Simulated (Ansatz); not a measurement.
# TaN: the cost of one run

Computed with Ansatz 0.2.0 (DFT PBE+U (U_eff = 2 eV on Ta d), plane waves, PAW, no spin–orbit coupling unless a run says so, unless a step's input says otherwise).

### Step 1. The starting structure

It takes space group P6_3mc (No. 186, hexagonal). The conventional cell has a = 3.050 Å, b = 3.050 Å, c = 4.940 Å, α = 90.00°, β = 90.00°, γ = 120.00°. Ta (site symmetry 3m) is surrounded by 4 N at 1.85 to 1.90 Å. N (site symmetry 3m) has 4 Ta at 1.85 to 1.90 Å as nearest neighbours.

Structure file:

```cif
data_structure
_symmetry_space_group_name_H-M 'P6_3mc'
_symmetry_Int_Tables_number 186
_cell_length_a 3.0500
_cell_length_b 3.0500
_cell_length_c 4.9400
_cell_angle_alpha 90.000
_cell_angle_beta 90.000
_cell_angle_gamma 120.000
_cell_volume 39.80
loop_
_atom_site_label
_atom_site_type_symbol
_atom_site_symmetry_multiplicity
_atom_site_Wyckoff_symbol
_atom_site_fract_x
_atom_site_fract_y
_atom_site_fract_z
_atom_site_occupancy
Ta1 Ta 2 b 0.33333 0.66667 0.00000 1
N1 N 2 b 0.33333 0.66667 0.38500 1
```

Magnetic order typed: antiferromagnetic, doubled cell 0 1/2 0.

### Step 2. From atoms, symmetry kept, no search

File input.yaml:

```yaml
crystal:
  lattice:
    - [3.05000204, 0.0, 0.0]
    - [-3.05000204, 5.2827585, 0.0]
    - [0.0, 0.0, 4.94000153]
  atoms:
    - { symbol: Ta, position: [0.3333333333, 0.3333333334, 0.0], spin: 2.0 }
    - { symbol: Ta, position: [0.6666666667, 0.1666666666, 0.5], spin: 2.0 }
    - { symbol: "N", position: [0.3333333333, 0.3333333334, 0.385] }
    - { symbol: "N", position: [0.6666666667, 0.1666666666, 0.885] }
    - { symbol: Ta, position: [0.3333333333, 0.8333333333, 0.0], spin: -2.0 }
    - { symbol: Ta, position: [0.6666666667, 0.6666666666, 0.5], spin: -2.0 }
    - { symbol: "N", position: [0.3333333333, 0.8333333333, 0.385] }
    - { symbol: "N", position: [0.6666666667, 0.6666666666, 0.885] }
basis:
  ecutwfc: 420
  ecutrho_ratio: 4
kpoints:
  mp_grid: { grid: [7, 7, 4] }
hamiltonian:
  xc: pbe
  hubbard:
    sites:
      - { site: 0, l: d, u_eff: 2.0 }
      - { site: 1, l: d, u_eff: 2.0 }
      - { site: 4, l: d, u_eff: 2.0 }
      - { site: 5, l: d, u_eff: 2.0 }
scf:
  occupations: { method: gaussian, width: 0.05 }
  lower_state_search: "off"
  max_iter: 150
output:
  forces: true
  stress: true
  eigenvalues: true
  populations: true
  hubbard:
    sites:
      - { site: 0, l: d }
      - { site: 1, l: d }
      - { site: 4, l: d }
      - { site: 5, l: d }
magnetization:
  spin_polarized: true
```

Run with:

```
> ansatz run input.yaml --threads 4 --pin off --max-ram 6144MiB --backend cpu --events-out ev --progress --plain --runs-dir out
```

**Question.** How long does this run take on 4 threads of Arm Neoverse V2, shared host, and how much memory does it need?

About 18 s, with a peak of 0.64 GiB.
